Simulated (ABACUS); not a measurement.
# PbS (Cmcm) in ABACUS: further runs

One crystal, PbS, is run at these levels: LDA; tasks: single point, relaxation of cell and atoms.

Everything below comes from runs of ABACUS 3.10.1. Logs are shortened: lines on timing, memory, paths and dates and some standing lists are left out, and cuts for length are marked.

### 1 The crystal as given

The structure is orthorhombic, space group Cmcm (No. 63). Conventional cell: a = 4.160 Å, b = 11.983 Å, c = 4.279 Å, α = 90.00°, β = 90.00°, γ = 90.00°. Around Pb (site symmetry m2m) lie 5 S at 2.69 to 2.99 Å. S (site symmetry m2m) has 5 Pb at 2.69 to 2.99 Å as nearest neighbours.

Measurements of this composition are mostly on another form, of space group No. 225.

### 2 Single point, LDA

File INPUT:

```
INPUT_PARAMETERS
suffix              PbS
calculation         scf
basis_type          pw
pseudo_dir          ./
symmetry            1
dft_functional      pz
ecutwfc             89
pseudo_rcut         10
nspin               1
nbands              40
ks_solver           dav
smearing_method     fd
smearing_sigma      0.00367493
scf_thr             1e-08
scf_nmax            100
mixing_type         broyden
mixing_beta         0.7
cal_force           1
cal_stress          1
out_chg             1
kpar                4
```

File STRU:

```
ATOMIC_SPECIES
Pb 207.2000 Pb.upf
S 32.0600 S.upf

LATTICE_CONSTANT
1.8897261246

LATTICE_VECTORS
2.0799526950 -5.9912968650 0.0000000000
2.0799526950 5.9912968650 0.0000000000
0.0000000000 0.0000000000 4.2793209400

ATOMIC_POSITIONS
Direct

Pb
0.0
2
0.1305633500 0.8694366500 0.2500000000 1 1 1
0.8694366500 0.1305633500 0.7500000000 1 1 1

S
0.0
2
0.3547970900 0.6452029100 0.2500000000 1 1 1
0.6452029100 0.3547970900 0.7500000000 1 1 1
```

File KPT:

```
K_POINTS
0
Gamma
6 6 5 0 0 0
```

Potentials or basis: PseudoDojo NC SR 0.4.1 LDA stringent, plane waves.

Command:

```console
OMP_NUM_THREADS=1 mpirun -np 4 abacus > log
```

running log:

```text
ABACUS v3.10.1

               Atomic-orbital Based Ab-initio Computation at UStc

 ------------------------------------------------------------------------------------

 READING GENERAL INFORMATION
                           global_out_dir = OUT.PbS/
                           global_in_card = INPUT
                               pseudo_dir = ./
                              orbital_dir =
                                    DSIZE = 4
                                    GSIZE = 1

 READING UNITCELL INFORMATION
                                    ntype = 2
                  lattice constant (Bohr) = 1.88973
              lattice constant (Angstrom) = 1

 READING ATOM TYPE 1
                               atom label = Pb
                      L=0, number of zeta = 1
                      L=1, number of zeta = 1
                      L=2, number of zeta = 1
             number of atom for this type = 2

 READING ATOM TYPE 2
                               atom label = S
                      L=0, number of zeta = 1
                      L=1, number of zeta = 1
                      L=2, number of zeta = 1
             number of atom for this type = 2

                        TOTAL ATOM NUMBER = 4
DIRECT COORDINATES
    atom                   x                   y                   z     mag                  vx                  vy                  vz
taud_Pb1            0.1305633500        0.8694366500        0.2500000000  0.0000        0.0000000000        0.0000000000        0.0000000000
taud_Pb2            0.8694366500        0.1305633500        0.7500000000  0.0000        0.0000000000        0.0000000000        0.0000000000
taud_S1            0.3547970900        0.6452029100        0.2500000000  0.0000        0.0000000000        0.0000000000        0.0000000000
taud_S2            0.6452029100        0.3547970900        0.7500000000  0.0000        0.0000000000        0.0000000000        0.0000000000

                          Volume (Bohr^3) = 719.74
                             Volume (A^3) = 106.654

 Lattice vectors: (Cartesian coordinate: in unit of a_0)
             +2.07995             -5.9913                  +0
             +2.07995             +5.9913                  +0
                   +0                  +0            +4.27932
 Reciprocal vectors: (Cartesian coordinate: in unit of 2 pi/a_0)
             +0.24039          -0.0834544                  +0
             +0.24039          +0.0834544                  -0
                   -0                  -0           +0.233682
 The esolver type has been set to : ksdft_pw

                PAO radial cut off (Bohr) = 10

 Read in pseudopotential file is Pb.upf
                     pseudopotential type = NC
          exchange-correlation functional = SLAPWNOGXNOGC
                 nonlocal core correction = 1
                        valence electrons = 22
                                     lmax = 2
                           number of zeta = 5
                     number of projectors = 6
                           L of projector = 0
                           L of projector = 0
                           L of projector = 1
                           L of projector = 1
                           L of projector = 2
                           L of projector = 2
 XC functional updated to : pz
          exchange-correlation functional = PZ
                PAO radial cut off (Bohr) = 10

 Read in pseudopotential file is S.upf
                     pseudopotential type = NC
          exchange-correlation functional = SLAPWNOGXNOGC
                 nonlocal core correction = 1
                        valence electrons = 6
                                     lmax = 2
                           number of zeta = 2
                     number of projectors = 6
                           L of projector = 0
                           L of projector = 0
                           L of projector = 1
                           L of projector = 1
                           L of projector = 2
                           L of projector = 2
 XC functional updated to : pz
          exchange-correlation functional = PZ
     initial pseudo atomic orbital number = 34

 SETUP THE ELECTRONS NUMBER
            electron number of element Pb = 22
      total electron number of element Pb = 44
             electron number of element S = 6
       total electron number of element S = 12
            AUTOSET number of electrons:  = 56
                           occupied bands = 28
                                   NBANDS = 40
                                   NLOCAL = 36

%%%%%%%%%%%%%%%%%%%%%%%%%%%%%%%%%%%%%%%%%%%%%%%%%%%%%%%%%%%%%%%%%%%%%%%%%%%%%%%%%%%%%%%%%%%%%%%%%%%%%%%%%%
 Warning: the number of valence electrons in pseudopotential > 4 for Pb: [Xe] 4f14 5d10 6s2 6p2
 Pseudopotentials with additional electrons can yield (more) accurate outcomes, but may be less efficient.
 If you're confident that your chosen pseudopotential is appropriate, you can safely ignore this warning.
%%%%%%%%%%%%%%%%%%%%%%%%%%%%%%%%%%%%%%%%%%%%%%%%%%%%%%%%%%%%%%%%%%%%%%%%%%%%%%%%%%%%%%%%%%%%%%%%%%%%%%%%%%

 SETUP THE PLANE WAVE BASIS
 energy cutoff for charge/potential (unit:Ry) = 356
            fft grid for charge/potential = [ 72, 72, 50 ]
                        fft grid division = [ 1, 1, 1 ]
[... 81 lines left out ...]
(for k-lattice: )
                             BRAVAIS TYPE = 11
                     BRAVAIS LATTICE NAME = 11. Orthorhombic C (base-centered)
                                    ibrav = 11
                       right hand lattice = 1
                        ROTATION MATRICES = 8
                               nkstot_ibz = 39
K-POINTS REDUCTION ACCORDING TO SYMMETRY
     IBZ    DIRECT_X    DIRECT_Y    DIRECT_Z  WEIGHT  ibz2bz
       1  0.00000000  0.00000000  0.00000000  0.0056       0
       2  0.16666667  0.00000000  0.00000000  0.0222       1
       3  0.33333333  0.00000000  0.00000000  0.0222       2
       4  0.50000000  0.00000000  0.00000000  0.0111       3
       5  0.16666667  0.16666667  0.00000000  0.0111       7
       6  0.33333333  0.16666667  0.00000000  0.0222       8
[... 22 lines left out ...]
      29  0.33333333  0.00000000  0.40000000  0.0444      74
      30  0.50000000  0.00000000  0.40000000  0.0222      75
[... 9 further k points ...]

                               nkstot now = 39
[... K-POINTS DIRECT COORDINATES: 39 rows ...]

           k-point number in this process = 10
       minimum distributed K point number = 9
[... stars of the k points ...]

[... K-POINTS CARTESIAN COORDINATES: 10 rows ...]

[... K-POINTS DIRECT COORDINATES: 10 rows ...]

 SETUP PLANE WAVES FOR WAVE FUNCTIONS
     energy cutoff for wavefunc (unit:Ry) = 89
              fft grid for wave functions = [ 72, 72, 50 ]
                    number of plane waves = 11999
                         number of sticks = 695

 PARALLEL PW FOR WAVE FUNCTIONS
     PROC   COLUMNS(POT)             PW
        1            695          11999
 --------------- sum -------------------
        1            695          11999

 SETUP NONLOCAL PSEUDOPOTENTIALS IN PLANE WAVE BASIS
 Pb non-local projectors:
 projector 1 L=0
 projector 2 L=0
 projector 3 L=1
 projector 4 L=1
 projector 5 L=2
 projector 6 L=2
 S non-local projectors:
 projector 1 L=0
 projector 2 L=0
 projector 3 L=1
 projector 4 L=1
 projector 5 L=2
 projector 6 L=2
      TOTAL NUMBER OF NONLOCAL PROJECTORS = 72

 Init Non-Local PseudoPotential table :
 Init Non-Local-Pseudopotential done.

                                     npwx = 10228

 Make real space PAO into reciprocal space.
       max mesh points in Pseudopotential = 1001
     dq(describe PAO in reciprocal space) = 0.01
                                    max q = 1136

 number of pseudo atomic orbitals for Pb is 5
WARNING: norm of atomic wavefunction # 5 of atomic type Pb is 0.99959, renormalized

 number of pseudo atomic orbitals for S is 2
WARNING: norm of atomic wavefunction # 2 of atomic type S is 0.999996, renormalized

 -------------------------------------------
 SELF-CONSISTENT
 -------------------------------------------
                                 init_chg = atomic

 PW ALGORITHM --------------- ION=   1  ELEC=   1--------------------------------

 Notice: Threshold on eigenvalues was too large.
 hsover_error=0.56 > DRHO=0.242224
 Origin diag ethr = 0.01
 New diag ethr = 0.000432543

 Density error is 0.240853593955
                          Error Threshold = 0.000432543304242
----------------------------------------------------------
     Energy           Rydberg                 eV
----------------------------------------------------------
 E_KohnSham     -883.0988961506      -12015.1768851579
 E_Harris       -887.6064571646      -12076.5053990313
 E_Fermi        0.6535759561         8.8923570788
----------------------------------------------------------
[... 75 lines left out ...]
 Density error is 2.00853062287e-09
                          Error Threshold = 3.39775196375e-11
----------------------------------------------------------
     Energy           Rydberg                 eV
----------------------------------------------------------
 E_KohnSham     -883.1820152615      -12016.3077786795
 E_KS(sigma->0) -883.1820152081      -12016.3077779523
 E_Harris       -883.1813608490      -12016.2988749400
 E_band         -107.7441874167      -1465.9348752468
 E_one_elec     -531.1183850964      -7226.2363498690
 E_Hartree      264.5653834536       3599.5967085243
 E_xc           -147.3277363019      -2004.4966871474
 E_Ewald        -469.3012772100      -6385.1714487330
 E_entropy(-TS) -0.0000001069        -0.0000014544
 E_descf        0.0000000000         0.0000000000
 E_exx          0.0000000000         0.0000000000
 E_Fermi        0.6738633065         9.1683806412
----------------------------------------------------------

 charge density convergence is achieved
 final etot is -12016.307779 eV
 EFERMI = 9.1683806412 eV

 STATE ENERGY(eV) AND OCCUPATIONS    NSPIN == 1
 1/10 kpoint (Cartesian) = 0.0000 0.0000 0.0000 (10163 pws)
       1       -130.608      0.0111111
       2       -130.608      0.0111111
       3       -72.1582      0.0111111
       4       -72.1582      0.0111111
       5       -72.1564      0.0111111
       6       -72.1562      0.0111111
[... 242 lines left out ...]
      39        19.2654        0.00000
      40        19.4215        0.00000

[... levels at 4 further k points ...]

------------------------------------------------------------------------------------------
 TOTAL-FORCE (eV/Angstrom)
------------------------------------------------------------------------------------------
                       Pb1         0.0000000000        -0.1274691125         0.0000000000
                       Pb2         0.0000000000         0.1274691125         0.0000000000
                        S1         0.0000000000         0.0570397960         0.0000000000
                        S2         0.0000000000        -0.0570397960         0.0000000000
------------------------------------------------------------------------------------------

----------------------------------------------------------------
 TOTAL-STRESS (KBAR)
----------------------------------------------------------------
       -36.5897719105        -0.0000000000         0.0000000000
        -0.0000000000       -31.5277628740         0.0000000000
         0.0000000000         0.0000000000       -39.0626711181
----------------------------------------------------------------
 TOTAL-PRESSURE: -35.726735 KBAR

 --------------------------------------------
 !FINAL_ETOT_IS -12016.3077786794856365 eV
 --------------------------------------------
```

It took 80 s on 4 MPI ranks of Intel Xeon Platinum 8488C (Sapphire Rapids), shared host; peak memory 1 GiB.

What came out:

- Free energy: -12016.3078 eV
- Pressure: -3.6 GPa
- Largest force: 0.127 eV/Å
- Band gap on the k mesh: 1.03 eV, indirect (least direct gap 1.11 eV)

Forces on the atoms (eV/Å):
```
Pb   0.000 -0.127  0.000
Pb   0.000  0.127  0.000
S    0.000  0.057  0.000
S    0.000 -0.057  0.000
```

Levels at points of the mesh, in eV from the valence-band top:
| k point | band 26 | band 27 | band 28 | band 29 | band 30 | band 31 |
| --- | --- | --- | --- | --- | --- | --- |
| (0.00, 0.00, 0.00) | -1.65 | -1.46 | -0.48 | 4.56 | 4.61 | 4.75 |
| (0.50, 0.00, 0.00) | -1.14 | -0.40 | -0.38 | 1.65 | 1.74 | 2.10 |
| (0.50, 0.50, 0.00) | -1.86 | -1.29 | -0.47 | 1.03 | 4.34 | 4.72 |

Caveat: spin-orbit coupling is left out, which as a rule narrows the gap of such compounds by several tenths of an eV; an odd mesh through Γ misses points on the zone boundary, where band edges often lie.

### 3 Relaxation of cell and atoms, LDA

File run_abacus.py:

```python
"""ABACUS run from a structure file: ASE reads it, the script writes STRU, KPT and INPUT."""
import re
import subprocess
import spglib
from ase import Atoms
from ase.io import read
from ase.units import Bohr

atoms = read("PbS.cif")
cell, frac, numbers = spglib.standardize_cell((atoms.cell[:], atoms.get_scaled_positions(), atoms.numbers), to_primitive=True, symprec=1e-4)
atoms = Atoms(numbers=numbers, cell=cell, scaled_positions=frac, pbc=True)  # the primitive cell
atoms = atoms[(-atoms.numbers).argsort(kind="stable")]  # ABACUS lists atoms element by element
pseudo = {'Pb': 'Pb.upf', 'S': 'S.upf'}
orbital = {}
magmoms = None
kmesh = [6, 6, 5]
params = {
    'suffix': 'PbS',
    'calculation': 'cell-relax',
    'basis_type': 'pw',
    'pseudo_dir': './',
    'symmetry': 1,
    'dft_functional': 'pz',
    'ecutwfc': 89,
    'pseudo_rcut': 10,
    'nspin': 1,
    'nbands': 34,
    'ks_solver': 'dav',
    'smearing_method': 'fd',
    'smearing_sigma': 0.00367493,
    'scf_thr': 1e-08,
    'scf_nmax': 100,
    'mixing_type': 'broyden',
    'mixing_beta': 0.7,
    'cal_force': 1,
    'cal_stress': 1,
    'relax_nmax': 60,
    'force_thr_ev': 0.005,
    'relax_method': 'cg',
    'out_stru': 1,
    'stress_thr': 0.5,
    'kpar': 4,
}

symbols = atoms.get_chemical_symbols()
elements = list(dict.fromkeys(symbols))
lines = ["ATOMIC_SPECIES"] + [f"{e} {atoms.get_masses()[symbols.index(e)]:.4f} {pseudo[e]}" for e in elements]
if orbital:
    lines += ["", "NUMERICAL_ORBITAL"] + [orbital[e] for e in elements]
lines += ["", "LATTICE_CONSTANT", f"{1 / Bohr:.10f}", "", "LATTICE_VECTORS"]
lines += [" ".join(f"{x:.10f}" for x in v) for v in atoms.cell]
lines += ["", "ATOMIC_POSITIONS", "Direct"]
for e in elements:
    lines += ["", e, "0.0", str(symbols.count(e))]
    for i, p in enumerate(atoms.get_scaled_positions(wrap=False)):
        if symbols[i] == e:
            mag = "" if magmoms is None else " mag " + " ".join(str(x) for x in (magmoms[i] if isinstance(magmoms[i], list) else [magmoms[i]]))
            lines.append(" ".join(f"{x:.10f}" for x in p) + " 1 1 1" + mag)
open("STRU", "w").write("\n".join(lines) + "\n")
open("KPT", "w").write("K_POINTS\n0\nGamma\n%d %d %d 0 0 0\n" % tuple(kmesh))
open("INPUT", "w").write("INPUT_PARAMETERS\n" + "".join(f"{k:<20s}{v}\n" for k, v in params.items()))

done = subprocess.run(['mpirun', '-np', '4', 'abacus'])
if done.returncode:
    raise SystemExit(done.returncode)
log = open("OUT.PbS/running_cell-relax.log").read()
print("final energy (eV):", re.findall(r"FINAL_ETOT_IS (\S+)", log))
```

File PbS.cif:

```cif
data_PbS
_cell_length_a 4.15990539
_cell_length_b 11.98259373
_cell_length_c 4.27932094
_cell_angle_alpha 90.00000000
_cell_angle_beta 90.00000000
_cell_angle_gamma 90.00000000
_space_group_name_H-M_alt 'Cmcm'
_space_group_name_Hall '-C 2c 2'
_space_group_IT_number 63
loop_
_space_group_symop_operation_xyz
'x,y,z'
'-x,-y,-z'
'-x,-y,z+1/2'
'x,y,-z+1/2'
'x,-y,-z'
'-x,y,z'
'-x,y,-z+1/2'
'x,-y,z+1/2'
'x+1/2,y+1/2,z'
'-x+1/2,-y+1/2,-z'
'-x+1/2,-y+1/2,z+1/2'
'x+1/2,y+1/2,-z+1/2'
'x+1/2,-y+1/2,-z'
'-x+1/2,y+1/2,z'
'-x+1/2,y+1/2,-z+1/2'
'x+1/2,-y+1/2,z+1/2'
loop_
_atom_site_label
_atom_site_type_symbol
_atom_site_symmetry_multiplicity
_atom_site_Wyckoff_symbol
_atom_site_fract_x
_atom_site_fract_y
_atom_site_fract_z
_atom_site_occupancy
Pb1 Pb 4 c 0.0000000000 0.8694366500 0.2500000000 1
S1 S 4 c 0.0000000000 0.6452029100 0.2500000000 1
```

Potentials or basis: PseudoDojo NC SR 0.4.1 LDA stringent, plane waves.

Command:

```console
OMP_NUM_THREADS=1 python run_abacus.py > log
```

Run time: 18 min. Hardware: 4 MPI ranks of Intel Xeon Platinum 8488C (Sapphire Rapids), shared host; peak memory 1 GiB.

The run converged. Its results:

- Free energy: -12016.4162 eV
- Relaxed volume: 24.21 Å³/atom
- Relaxed cell: a = 6.046 Å, b = 6.046 Å, c = 4.190 Å, α = 90.00°, β = 90.00°, γ = 140.79°
- Space group after relaxing (to 0.05 Å): Cmcm (No. 63)
- Energy gained by relaxing: 27.1 meV/atom
- Ionic steps: 25
- Pressure after relaxing: 0.0 GPa
- Largest force after relaxing: 0.003 eV/Å
- Band gap on the k mesh: 0.99 eV, indirect (least direct gap 1.13 eV)

Forces on the atoms (eV/Å):
```
Pb   0.000 -0.003  0.000
Pb   0.000  0.003  0.000
S    0.000 -0.002  0.000
S    0.000  0.002  0.000
```

Step by step:
```
step  energy change (eV)  largest force (eV/Å)  pressure (GPa)  volume (Å³)
   1              0.0000                0.1280           -3.57       106.65
   2             -0.0598                0.5161            1.86        97.42
   3             -0.0770                0.2796           -0.07       100.23
   4             -0.0859                0.2125           -0.08        99.61
   5             -0.0894                0.0564            0.00        98.65
   6             -0.0923                0.0441           -0.01        98.46
   7             -0.0991                0.0382           -0.03        97.86
   8             -0.1045                0.0972            0.02        96.67
   9             -0.1068                0.0512            0.06        96.74
  10             -0.1074                0.0444            0.10        96.81
  11             -0.1078                0.0204           -0.03        96.96
  12             -0.1078                0.0256           -0.09        97.03
  13             -0.1080                0.0243           -0.03        96.95
  14             -0.1081                0.0125            0.07        96.81
  15             -0.1082                0.0145           -0.01        96.90
  16             -0.1083                0.0177           -0.02        96.93
  17             -0.1083                0.0122           -0.03        96.91
  18             -0.1083                0.0122           -0.04        96.90
  19             -0.1083                0.0082            0.00        96.84
  20             -0.1083                0.0097            0.03        96.79
  21             -0.1084                0.0055            0.02        96.80
  22             -0.1084                0.0058            0.00        96.81
  23             -0.1084                0.0124            0.01        96.82
  24             -0.1084                0.0063            0.00        96.82
  25             -0.1084                0.0035            0.01        96.83
```

Final structure:
```xyz
4
Lattice="2.0286 -5.6960 0.0000 2.0286 5.6960 0.0000 0.0000 0.0000 4.1899" Properties=species:S:1:pos:R:3 pbc="T T T"
Pb    2.0286    4.2706    1.0475
Pb    2.0286   -4.2706    3.1424
S     2.0286    1.6000    1.0475
S     2.0286   -1.6000    3.1424
```

Levels at points of the mesh, in eV from the valence-band top:
```csv
k point,band 24,band 25,band 26,band 27,band 28,band 29,band 30,band 31,band 32,band 33
"(0.00, 0.00, 0.00)",-3.41,-2.61,-2.06,-1.71,-0.70,4.45,4.50,4.89,5.47,6.14
"(0.50, 0.00, 0.00)",-2.32,-1.60,-1.32,-0.46,-0.40,1.58,1.69,1.78,2.95,3.09
"(0.50, 0.50, 0.00)",-2.90,-2.33,-1.79,-1.52,-0.69,0.99,4.31,4.56,4.63,5.71
```

Caveat: spin-orbit coupling is left out, which as a rule narrows the gap of such compounds by several tenths of an eV; an odd mesh through Γ misses points on the zone boundary, where band edges often lie.
